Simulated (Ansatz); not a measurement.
# As under changes of volume

One of the cells (21.530 Å³/atom); the others are scaled copies at fixed shape and fractional positions:

```
As
1.0
     1.88080    1.08588    3.51406
    -1.88080    1.08588    3.51406
     0.00000   -2.17176    3.51406
As
2
Direct
  0.22600 0.22600 0.22600
  0.77400 0.77400 0.77400
```

```yaml
Program: Ansatz 0.2.0
Functional: PBE
Potentials_or_basis: Ansatz NC
Cutoff: "1143 eV (not typed: the program's choice for these potentials)"
k_mesh: 9 × 9 × 9
Occupations: fermi-dirac, width 0.05 eV
Spin: no spin polarisation
```

```csv
volume (Å³/atom),energy over the lowest point (meV/atom),pressure (GPa),largest force (eV/Å)
20.239,64.64,9.6,0.891
20.669,41.78,7.5,0.727
21.100,?,?,?
21.530,11.96,3.8,0.432
21.961,4.03,2.2,0.298
22.392,0.17,0.7,0.172
22.822,0.00,-0.6,0.053
```

What does the run at 21.100 Å³/atom give?

Energy over the lowest point 24.40 meV/atom; pressure 5.5 GPa; largest force 0.575 eV/Å.

Worked out: A Birch-Murnaghan fit of order 3 (a polynomial in V^(-2/3)) to the other rows has its minimum at 22.63 Å³/atom with B0 = V·E''(V) = 68 GPa and B' = 4.2 at fixed shape and positions, which overstates the stiffness. It gives 24.37 meV/atom at 21.100 Å³/atom, against the run's 24.40, and -dE/dV = 5.5 GPa, against 5.5.

Energies are extrapolated to zero smearing.
